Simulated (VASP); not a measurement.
Crystal: Be.

```
CELL_PARAMETERS angstrom
0.00000 1.57905 1.57905
1.57905 0.00000 1.57905
1.57905 1.57905 0.00000
ATOMIC_POSITIONS crystal
Be 0.00000 0.00000 0.00000
```

The cell was built by a generator and needn't be a form met in nature.

Base run:

| Item | Value |
| --- | --- |
| Program | VASP 6.6.1 |
| Functional | TPSS |
| Potentials or basis | VASP PAW PBE potentials, release 64 (Be) |
| Cutoff | 520 eV |
| k mesh | 14 × 14 × 14 |
| Occupations | fermi-dirac, width 0.05 eV |
| Spin | no spin polarisation |

Its results: pressure 0.0 GPa.

**Question.** After a change of settings the same cell gave: pressure -5.6 GPa. Which change was it?
A. functional from TPSS to LDA; potentials or basis from VASP PAW PBE potentials, release 64 (Be) to VASP PAW LDA potentials, release 64 (Be)
B. functional from TPSS to r2SCAN
C. functional from TPSS to AM05
D. functional from TPSS to revPBE

**Answer.** A.

Caveats: the PAW data sets were made with another functional, which shifts forces and pressure a little (some runs).

Runs at the PBE level aren't shown here.
